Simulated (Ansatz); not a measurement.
## How the vibrations of InSb change with volume

Theory: DFT PBEsol, scalar-relativistic, plane waves, PAW (Ansatz 0.2.0). Cutoff 420 eV, 12×12×12 k-points (Γ-centred), Fermi-Dirac smearing of 0.15 eV. No spin polarisation. Phonons by linear response, acoustic sum rule imposed.

Equilibrium structure at this level:
```
In Sb
1.0
     0.00000    3.25993    3.25993
     3.25993    0.00000    3.25993
     3.25993    3.25993    0.00000
In Sb
1 1
Direct
  0.00000 0.00000 0.00000
  0.25000 0.25000 0.25000
```

Without a gap, frequencies depend on the k mesh and the smearing, soft modes most.

Cells at 0.98 and 1.02 times the equilibrium volume were relaxed in shape and atoms; γ = −d ln ν / d ln V, modes matched by rank.

(1) Give the optical frequencies at Γ (cm⁻¹) at the three volumes and the mode Grüneisen parameters.

(2) What pressures hold the two strained cells, and what bulk modulus follows?

Answers

(1)
```tsv
0.98 V	V	1.02 V	γ	degeneracy
177	173	168	1.39	3
```

(2) 0.91 GPa at 0.98 V and -0.79 GPa at 1.02 V, so B = −dP/d ln V ≈ 43 GPa.

The bands only touch here, so at this level the crystal is a zero-gap semiconductor or semimetal, not an ordinary metal; spin–orbit coupling, left out, can open or move such a gap.